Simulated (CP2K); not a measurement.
Runs of CP2K 2026.2 on GaP. Symmetry: R-3m, No. 166, trigonal system. Conventional cell: a = 3.886 Å, b = 3.886 Å, c = 19.292 Å, α = 90.00°, β = 90.00°, γ = 120.00°. Ga (site symmetry 3m) has 3 P at 2.40 Å and 1 Ga at 2.49 Å as nearest neighbours. Around P (site symmetry 3m) lie 1 P at 2.21 Å and 3 Ga at 2.40 Å. Measurements of this composition are mostly on another form, of space group No. 216.

| level | cutoff of the non-local correlation (Ry) | gap on the mesh (eV) | pressure (GPa) | largest force (eV/Å) |
| --- | --- | --- | --- | --- |
| PBEsol | - | 0.71 | -2.1 | 0.18 |
| MS2 | - | 1.21 | -2.4 | 0.12 |
| WC | - | 0.70 | (a) | 0.19 |
| rev-vdW-DF2 | 150 Ry | 0.78 | -0.4 | 0.46 |
| LDA | - | 0.69 | -3.3 | 0.28 |
| BLYP | - | (c) | 4.1 | (b) |

Alike in all rows: task single point; potentials or basis POTENTIAL_UZH Ga GTH-PBE-q13, P GTH-PBE-q5; TZVP-MOLOPT-PBE-GTH basis; no spin polarisation; cell as given; k mesh 8 × 8 × 8; smearing fermi-dirac 0.05 eV.

**Question.** Fill in the values left out.

**Answer.** (a) -2.0; (b) 0.09; (c) 0.95.

Caveats: the potentials were made for another functional, which shifts forces and pressure; the basis of atomic orbitals isn't converged, which shifts pressures, moduli and gaps.

A k mesh can miss the band edges, and the runs leave out spin-orbit coupling on Ga.

Runs at the PBE level aren't shown here.
